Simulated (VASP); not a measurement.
A run of VASP 6.6.1 is set up as follows.

INCAR

```
  PREC = Accurate
  ENCUT = 300
  EDIFF = 1E-6
  ISMEAR = 0
  SIGMA = 0.03
  LREAL = F
  LASPH = T
  NELM = 80
  ALGO = Normal
  ISIF = 3
  LWAVE = F
  LCHARG = F
  GGA = PE
  IBRION = 2
  NSW = 90
  EDIFFG = -0.01
```

KPOINTS

```
regular mesh
0
Gamma
  4 4 4
```

Contents of POSCAR:

```
InP
1.0
    0.0000000000      2.9305000000      2.9305000000
    2.9305000000      0.0000000000      2.9305000000
    2.9305000000      2.9305000000      0.0000000000
In P
1 1
Direct
    0.0000000000      0.0000000000      0.0000000000
    0.2500000000      0.2500000000      0.2500000000
```

Potentials or basis: VASP PAW PBE potentials, release 64 (In, P).

Command:

```bash
$ cat potpaw_PBE.64/In/POTCAR potpaw_PBE.64/P/POTCAR > POTCAR
$ mpirun -np 1 vasp_std > vasp.out
```

Q: Estimate the band gap on the k mesh.

A: 0.36 eV, direct.

Q: What does it give for the relaxed cell?

A: a = 4.243 Å, b = 4.243 Å, c = 4.243 Å, α = 60.00°, β = 60.00°, γ = 60.00°.

Final structure:
```
CELL_PARAMETERS angstrom
0.00000 3.00051 3.00051
3.00051 0.00000 3.00051
3.00051 3.00051 0.00000
ATOMIC_POSITIONS crystal
In 0.00000 0.00000 0.00000
P 0.25000 0.25000 0.25000
```

Caveat: the k mesh is coarse (spacing up to 0.46 Å⁻¹), so the values aren't converged; spin-orbit coupling is left out, which moves the levels of the heavy elements. Zero-point motion and thermal expansion aren't in these numbers.
